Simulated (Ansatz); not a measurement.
## Te$_{2}$Mo: the gap from level to level

A database entry relaxed whole under r2SCAN at zero pressure (P6_3/mmc, No. 194):

```yaml
crystal:
  lattice:
    - [3.56336, 0.00000, 0.00000]
    - [-1.78168, 3.08596, 0.00000]
    - [0.00000, 0.00000, 14.72732]
  atoms:
    - { symbol: Te, position: [0.33333, 0.66667, 0.62850] }
    - { symbol: Te, position: [0.66667, 0.33333, 0.12850] }
    - { symbol: Te, position: [0.33333, 0.66667, 0.87150] }
    - { symbol: Te, position: [0.66667, 0.33333, 0.37150] }
    - { symbol: Mo, position: [0.33333, 0.66667, 0.25000] }
    - { symbol: Mo, position: [0.66667, 0.33333, 0.75000] }
```

Its volume is 26.99 Å³ an atom, +8.1 % against the entry's 24.96, which is old or was flagged in a check.

Single points on this cell with plane-wave PAW DFT (Ansatz 0.2.0; r2SCAN 500 eV, hybrids 420 eV; fermi-dirac occupations of width 0.020 eV; no moments): r2SCAN on a 12×12×2 Γ-centred mesh; r2SCAN with spin-orbit coupling on a 12×12×2 Γ-centred mesh; HSE06 on a 6×6×2 Γ-centred mesh; PBE0 on a 6×6×2 Γ-centred mesh.

**Question.** How do gap, pressure and charges move from level to level?

**Answer.** The runs give:

```
                          level  gap (eV), or kind  pressure (GPa)  Bader charge of Te (e)  Bader charge of Mo (e)
                         r2SCAN               1.06             0.0                   -0.34                   +0.69
r2SCAN with spin-orbit coupling               0.97             0.1                   -0.34                   +0.69
                          HSE06               1.38            -2.5                   -0.33                   +0.66
                           PBE0               2.03            -2.6                   -0.33                   +0.67
```

Under r2SCAN the gap is 1.06 eV, over mesh and band path. HSE06 moves it by +0.33 eV and PBE0 by +0.97 eV; PBE0 keeps its exact exchange at long range, which widens the gap over HSE06's by 0.64 eV on their common mesh. Spin-orbit coupling moves the r2SCAN gap by -0.09 eV. The charge on Mo goes from +0.69 to +0.66 e under HSE06.

Caveats: the relaxation kept the start's symmetry; HSE06 is read on its mesh and at the zone's corners, PBE0 on its mesh alone; hybrid pressures are good to a few tenths of a GPa; no dispersion correction, so weakly bound layers or chains stand too far apart and gaps read wide; pressure is positive in compression.
